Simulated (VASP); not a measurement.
# S in VASP: reference runs

Aim: a first look at S with PBE, on the cell as given.

All numbers are computed with VASP 6.6.1; they aren't measurements. Logs are shortened: lines on timing, memory, paths and dates and some standing lists are left out, and cuts for length are marked.

## 1. The sheet as given

The cell holds a sheet with vacuum, 2 atoms: a = 2.367 Å, b = 2.335 Å, c = 30.730 Å, α = 90.00°, β = 90.00°, γ = 90.00°.

The cell was built by a generator and needn't be a form met in nature.

## 2. Single point, PBE

The input, INCAR:

```
SYSTEM = S
ALGO     = Normal         ! electronic algorithm
DIPOL    = 0.5 0.5 0.293
EDIFF    = 1E-7           ! SCF threshold, eV
ENCUT    = 520            ! plane-wave cutoff, eV
GGA      = PE             ! functional
IDIPOL   = 3            
ISIF     = 2              ! what is computed and relaxed
ISMEAR   = -1             ! smearing method
LASPH    = .True.         ! aspherical terms in the spheres
LCHARG   = .True.         ! write CHGCAR
LDIPOL   = .True.       
LELF     = .True.         ! ELF
LREAL    = .False.        ! projectors in reciprocal space
LVACPOTAV= .True.       
LVHAR    = .True.       
LWAVE    = .False.        ! write WAVECAR
NBANDS   = 13             ! bands
NELM     = 80             ! most SCF steps
PREC     = Accurate       ! precision mode
SIGMA    = 0.05           ! smearing width, eV
```

The input, KPOINTS:

```
k-points
0
Gamma
  11 11 1
  0 0 0
```

The input, POSCAR:

```
S
1.0
    2.3668700000      0.0000000000      0.0000000000
    0.0000000000      2.3353000000      0.0000000000
    0.0000000000      0.0000000000     30.7300000000
S
2
Direct
    0.5000000000      0.5000000000      0.2354100000
    0.0000000000      0.5000000000      0.3503400000
```

Potentials or basis: VASP PAW PBE potentials, release 64 (S).

Launch:

```console
$ cat potpaw_PBE.64/S/POTCAR > POTCAR
$ mpirun -np 1 vasp_std > vasp.out
```

OUTCAR:

```text
SYSTEM = S
   EDIFF = 1E-7
   ENCUT = 520
   GGA = PE
   ISIF = 2
   ISMEAR = -1
   LASPH = .True.
   LREAL = .False.
   NELM = 80
   PREC = Accurate

 ion  position               nearest neighbor table
   1  0.500  0.500  0.235-
   2  0.000  0.500  0.350-

  LATTYP: Found a simple orthorhombic cell.
 ALAT       =     2.3353000000
 B/A-ratio  =     1.0135186057
 C/A-ratio  =    13.1589089196

  Lattice vectors:

 A1 = (   0.0000000000,  -2.3353000000,   0.0000000000)
 A2 = (   2.3668700000,   0.0000000000,   0.0000000000)
 A3 = (   0.0000000000,   0.0000000000,  30.7300000000)

Analysis of symmetry for initial positions (statically):
=====================================================================
 Subroutine PRICEL returns:
 Original cell was already a primitive cell.

 Routine SETGRP: Setting up the symmetry group for a
 simple orthorhombic supercell.

 Subroutine GETGRP returns: Found  8 space group operations
 (whereof  4 operations were pure point group operations)
 out of a pool of  8 trial point group operations.

The static configuration has the point symmetry C_2v.
 The point group associated with its full space group is D_2h.

Analysis of symmetry for dynamics (positions and initial velocities):
=====================================================================
 Subroutine PRICEL returns:
 Original cell was already a primitive cell.

 Routine SETGRP: Setting up the symmetry group for a
 simple orthorhombic supercell.

 Subroutine GETGRP returns: Found  8 space group operations
 (whereof  4 operations were pure point group operations)
 out of a pool of  8 trial point group operations.

The dynamic configuration has the point symmetry C_2v.
 The point group associated with its full space group is D_2h.

 Subroutine INISYM returns: Found  8 space group operations
 (whereof  4 operations are pure point group operations),
 and found     1 'primitive' translations

----------------------------------------------------------------------------------------

                                     Primitive cell

  volume of cell :     169.8555

  direct lattice vectors                    reciprocal lattice vectors
     2.366870000  0.000000000  0.000000000     0.422498912  0.000000000  0.000000000
     0.000000000  2.335300000  0.000000000     0.000000000  0.428210508  0.000000000
     0.000000000  0.000000000 30.730000000     0.000000000  0.000000000  0.032541490

  length of vectors
     2.366870000  2.335300000 30.730000000     0.422498912  0.428210508  0.032541490

  position of ions in fractional coordinates (direct lattice)
     0.500000000  0.500000000  0.235410000
     0.000000000  0.500000000  0.350340000

  ion indices of the primitive-cell ions
   primitive index   ion index
                 1           1
                 2           2

----------------------------------------------------------------------------------------

 KPOINTS: k-points

Automatic generation of k-mesh.
 Grid dimensions read from file:
 generate k-points for:   11   11    1

 Generating k-lattice:

  Cartesian coordinates                     Fractional coordinates (reciprocal lattice)
     0.038408992  0.000000000  0.000000000     0.090909091  0.000000000  0.000000000
     0.000000000  0.038928228  0.000000000     0.000000000  0.090909091  0.000000000
     0.000000000  0.000000000  0.032541490     0.000000000  0.000000000  1.000000000

  Length of vectors
     0.038408992  0.038928228  0.032541490

  Shift w.r.t. Gamma in fractional coordinates (k-lattice)
     0.000000000  0.000000000  0.000000000

 Subroutine IBZKPT returns following result:
 ===========================================

 Found     36 irreducible k-points:

 Following reciprocal coordinates:
            Coordinates               Weight
  0.000000  0.000000  0.000000      1.000000
  0.090909  0.000000  0.000000      2.000000
  0.181818  0.000000  0.000000      2.000000
  0.272727  0.000000  0.000000      2.000000
  0.363636  0.000000  0.000000      2.000000
  0.454545  0.000000  0.000000      2.000000
[... 16 lines left out ...]
  0.363636  0.272727  0.000000      4.000000
  0.454545  0.272727  0.000000      4.000000
 [... further k-points ...]
   k-points           NKPTS =     36   k-points in BZ     NKDIM =     36   number of bands    NBANDS=     13
   number of dos      NEDOS =    301   number of ions     NIONS =      2
   total plane-waves  NPLWV =  77760
   dimension x,y,z NGX =    18 NGY =   18 NGZ =  240
   dimension x,y,z NGXF=    36 NGYF=   36 NGZF=  480
   ions per type =               2
   NGX,Y,Z   is equivalent  to a cutoff of  12.64, 12.81, 12.98 a.u.
   NGXF,Y,Z  is equivalent  to a cutoff of  25.29, 25.63, 25.97 a.u.
 SYSTEM =  S
   PREC   = accura    normal or accurate (medium, high low for compatibility)
   ISTART =      0    job   : 0-new  1-cont  2-samecut
   ICHARG =      2    charge: 1-file 2-atom 10-const
   ISPIN  =      1    spin polarized calculation?
   LNONCOLLINEAR =      F non collinear calculations
   LSORBIT =      F    spin-orbit coupling
   LASPH  =      T    aspherical Exc in radial PAW
   ENCUT  =  520.0 eV  38.22 Ry    6.18 a.u.   4.40  4.34 57.14*2*pi/ulx,y,z
   NELM   =     80;   NELMIN=  2; NELMDL= -5     # of ELM steps
   EDIFF  = 0.1E-06   stopping-criterion for ELM
   LREAL  =      F    real-space projection
   EDIFFG = 0.1E-05   stopping-criterion for IOM
   NSW    =      0    number of steps for IOM
   IBRION =     -1    ionic relax: 0-MD 1-quasi-New 2-CG
   NFREE  =      0    steps in history (QN), initial steepest desc. (CG)
   ISIF   =      2    stress and relaxation
   ISYM   =      2    0-nonsym 1-usesym 2-fastsym
   POTIM  = 0.5000    time-step for ionic-motion
   TEBEG  =    0.0;   TEEND  =   0.0 temperature during run
   PSTRESS=    0.0 pullay stress
   NELECT =      12.0000    total number of electrons
   NUPDOWN=      -1.0000    fix difference up-down
   EMIN   =  10.00;   EMAX   =-10.00  energy-range for DOS
   EFERMI =   0.00;   METHOD = LEGACY
   ISMEAR =    -1;   SIGMA  =   0.05  broadening in eV -4-tet -1-fermi 0-gaus
   EFERMI_NEDOS =   21; number of points for ismear=-14 and -15
   IALGO  =     38    algorithm
   IMIX   =      4    mixing-type and parameters
     AMIX     =   0.40;   BMIX     =  1.00
     AMIX_MAG =   1.60;   BMIX_MAG =  1.00
  volume/ion in A,a.u.               =      84.93       573.12
  Fermi-wavevector in a.u.,A,eV,Ry     =   0.676771  1.278913  6.231735  0.458020
  Thomas-Fermi vector in A             =   1.754183
   LORBIT       =      0    0 simple, 1 ext, 2 COOP (PROOUT), +10 PAW based schemes
   GGA     = PE    functional components
   LHFCALC =     F    Hartree Fock is set to
   AEXX    =    0.0000 exact exchange contribution
   IVDW    =     0    specifies the selected vdW correction
   LEPSILON=     F    determine dielectric tensor
   LRPA    =     F    only Hartree local field effects (RPA)
 non-spin polarized calculation
  energy-cutoff  :      520.00
  volume of cell :      169.86
 maximum number of plane-waves:      4627
 NGX is ok and might be reduce to    18
   NGX =  9   NGY =  9   NGZ =115

 dipolmoment           0.000000      0.000000     -0.000002 electrons x Angstroem

 number of electron      12.0000000 magnetization

 dipolmoment           0.000000      0.000000      0.000000 electrons x Angstroem

 Free energy of the ion-electron system (eV)
  ---------------------------------------------------
  ext. energy  EPLUGINS =         0.00000000
  ---------------------------------------------------
  free energy    TOTEN  =        -7.16443520 eV

  energy without entropy =       -7.14807217  energy(sigma->0) =       -7.15625368

 E-fermi :  -3.2930     XC(G=0):  -2.5290

 val. band max:       -3.2952258293   @ k =   0.2727   0.4545   0.0000
 cond. band min:      -3.2742982476   @ k =   0.4545   0.2727   0.0000
 fundamental gap:      0.0209275817
 Fermi energy:        -3.2929927884

 k-point     1 :       0.0000    0.0000    0.0000
  band No.  band energies     occupation
      1     -19.9714      2.00000
      2     -19.8113      2.00000
      3      -8.6620      2.00000
      4      -7.4571      2.00000
      5       0.9464      0.00000
      6       1.3108      0.00000
      7       1.3762      0.00000
      8       1.7960      0.00000
      9       1.8331      0.00000
     10       1.8948      0.00000
     11       2.4297      0.00000
     12       2.7612      0.00000
     13       2.9244      0.00000

 k-point     2 :       0.0909    0.0000    0.0000
  band No.  band energies     occupation
      1     -19.7805      2.00000
      2     -19.6213      2.00000
      3      -8.4812      2.00000
      4      -7.2887      2.00000
      5      -0.5898      0.00000
      6      -0.5037      0.00000
      7       1.1685      0.00000
      8       1.9645      0.00000
      9       2.0106      0.00000
     10       2.0250      0.00000
     11       2.6514      0.00000
     12       2.9819      0.00000
     13       3.1443      0.00000

 k-point     3 :       0.1818    0.0000    0.0000
  band No.  band energies     occupation
      1     -19.2148      2.00000
      2     -19.0588      2.00000
      3      -7.9484      2.00000
      4      -6.7984      2.00000
      5      -3.6402      1.99807
      6      -3.5326      1.98355
      7       1.8121      0.00000
      8       2.3429      0.00000
      9       2.3995      0.00000
     10       2.6383      0.00000
     11       3.3155      0.00000
     12       3.6407      0.00000
     13       3.7954      0.00000
[... 305 lines left out ...]
 k-point    23 :       0.3636    0.2727    0.0000
  band No.  band energies     occupation
      1     -15.3790      2.00000
      2     -15.2511      2.00000
      3      -7.7860      2.00000
      4      -7.6882      2.00000
      5      -4.5222      2.00000
      6      -3.8685      1.99998
      7      -3.8036      1.99993
      8      -3.7591      1.99982
      9       5.3609      0.00000
     10       5.6252      0.00000
     11       5.9779      0.00000
     12       6.1992      0.00000
     13       7.0248      0.00000

 k-point    24 :       0.4545    0.2727    0.0000
  band No.  band energies     occupation
      1     -14.2407      2.00000
      2     -14.1731      2.00000
      3      -9.5007      2.00000
      4      -9.4413      2.00000
      5      -3.5856      1.99427
      6      -3.2743      0.81520
      7      -3.2649      0.72630
      8      -3.2454      0.55728
      9       4.2671      0.00000
     10       4.4927      0.00000
     11       4.8316      0.00000
     12       4.8486      0.00000
     13       8.4793      0.00000

 [... further k-points ...]

------------------------ aborting loop because EDIFF is reached ----------------------------------------

 vacuum level on the upper side and lower side of the slab       (xc-potential included)        -0.106        -0.104

  FORCE on cell =-STRESS in cart. coord.  units (eV):
  Direction    XX          YY          ZZ          XY          YZ          ZX
  --------------------------------------------------------------------------------------
  -------------------------------------------------------------------------------------
  Total        1.4736242     -0.4810242      0.2332523      0.0000000      0.0000000      0.0000000
  in kB       13.9000919     -4.5373041      2.2001733      0.0000000      0.0000000      0.0000000
  external PRESSURE =       3.8543204 kB  Pullay stress =       0.0000000 kB

 VOLUME and BASIS-vectors are now :
 -----------------------------------------------------------------------------
  energy-cutoff  :      520.00
  volume of cell :      169.86
      direct lattice vectors                 reciprocal lattice vectors
     2.366870000  0.000000000  0.000000000     0.422498912  0.000000000  0.000000000
     0.000000000  2.335300000  0.000000000     0.000000000  0.428210508  0.000000000
     0.000000000  0.000000000 30.730000000     0.000000000  0.000000000  0.032541490

 POSITION                                       TOTAL-FORCE (eV/Angst)
 -----------------------------------------------------------------------------------
      1.18344      1.16765      7.23415         0.000000      0.000000     -0.070130
      0.00000      1.16765     10.76595         0.000000      0.000000      0.070130
 -----------------------------------------------------------------------------------
    total drift:                               -0.000000     -0.000000      0.000004

  FREE ENERGIE OF THE ION-ELECTRON SYSTEM (eV)
  ---------------------------------------------------
  free  energy   TOTEN  =        -7.1644351973 eV

  energy  without entropy=       -7.1480721698  energy(sigma->0) =       -7.15625368

 vacuum level on the upper side and lower side of the slab         2.407         2.407
```

Wall time 64 s (1 thread of AMD EPYC 9R14 (Zen 4), shared host); peak memory 0.24 GiB.

What came out:

```
Free energy                     : -7.1644 eV
Largest force                   : 0.070 eV/Å
Band gap on the k mesh          : none (metal or under the smearing width)
Work function of the upper face : 5.70 eV
Work function of the lower face : 5.70 eV
```

Forces on the atoms (eV/Å):
```
S    0.000  0.000 -0.070
S    0.000  0.000  0.070
```
